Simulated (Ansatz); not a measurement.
# HfC: band structure with LDA

The system is HfC.

```xyz
2
Lattice="0.0000 2.3250 2.3250 2.3250 0.0000 2.3250 2.3250 2.3250 0.0000" Properties=species:S:1:pos:R:3 pbc="T T T"
Hf    2.3250    2.3250    2.3250
C     0.0000    0.0000    0.0000
```

```json
{"Program": "Ansatz 0.2.0", "Task": "band structure", "Functional": "LDA", "Potentials or basis": "all-electron LAPW, scalar-relativistic", "Cutoff": "303 eV (chosen from the basis error)", "Basis error allowed": "0.001 eV/atom", "k mesh": "10 × 10 × 10", "Occupations": "fermi-dirac, width 0.05 eV", "Spin": "no spin polarisation"}
```

```yaml
Pressure: -11.8 GPa
Band_gap_along_the_path: none (metal or under the smearing width)
```

Levels at the corners of the path, in eV from the Fermi level:
```csv
point,band 21,band 22,band 23,band 24,band 25,band 26,band 27,band 28
Γ,-11.06,1.03,1.03,1.03,1.23,1.23,1.23,3.25
X,-10.31,-2.60,-1.89,-0.08,-0.08,5.17,6.55,6.55
W,-9.47,-3.03,-2.74,-2.74,3.57,3.57,6.56,6.91
K,-9.57,-3.55,-2.75,-1.67,1.49,5.61,6.01,8.10
Γ,-11.06,1.03,1.03,1.03,1.23,1.23,1.23,3.25
L,-8.27,-6.20,-3.06,-3.06,5.13,5.13,5.61,6.60
U,-9.57,-3.55,-2.75,-1.67,1.49,5.61,6.01,8.10
W,-9.47,-3.03,-2.74,-2.74,3.57,3.57,6.56,6.91
```

Run time: 4.4 s on 1 thread of AMD EPYC 9R45 96-Core Processor (Zen 5), on a shared host, peak memory 0.37 GiB.

Caveat: spin-orbit coupling is left out, which moves the levels of the heavy elements.
